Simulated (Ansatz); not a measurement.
# Ge

```xyz
4
Lattice="3.9976 0.0000 0.0000 -1.9988 3.4620 0.0000 0.0000 0.0000 6.5994" Properties=species:S:1:pos:R:3 pbc="T T T"
Ge    1.9988    1.1540    0.4151
Ge    0.0000    2.3080    3.7148
Ge    1.9988    1.1540    2.8846
Ge    0.0000    2.3080    6.1843
```

Atoms are numbered in the order listed.

The cell is the one relaxed in the Materials Project (mp-1007760), not relaxed further here; entries there can be hypothetical.

Method: DFT, PBE, all-electron LAPW, scalar-relativistic (Ansatz 0.2.0).

The runs use a Γ-centred 11×11×6 k mesh, Fermi–Dirac smearing of 0.05 eV, basis error target 1 meV/atom, no spin polarisation.

* Largest force: 0.008 eV/Å on Ge1
* Band gap: none at this level of theory (metallic, semimetallic, or a small gap that the functional closes)
* Volume per atom: 22.83 Å³

(1) Give the computed value. Pressure at this cell.

(2) Predict this quantity. Density of states at the Fermi level (0.2 eV bin).

(3) Give the computed value. Stress xx, yy, zz (compression positive).

## Answers

(1) 2.91 GPa.

(2) 0.02 states/eV per cell.

(3) 2.94, 2.94, 2.85 GPa.
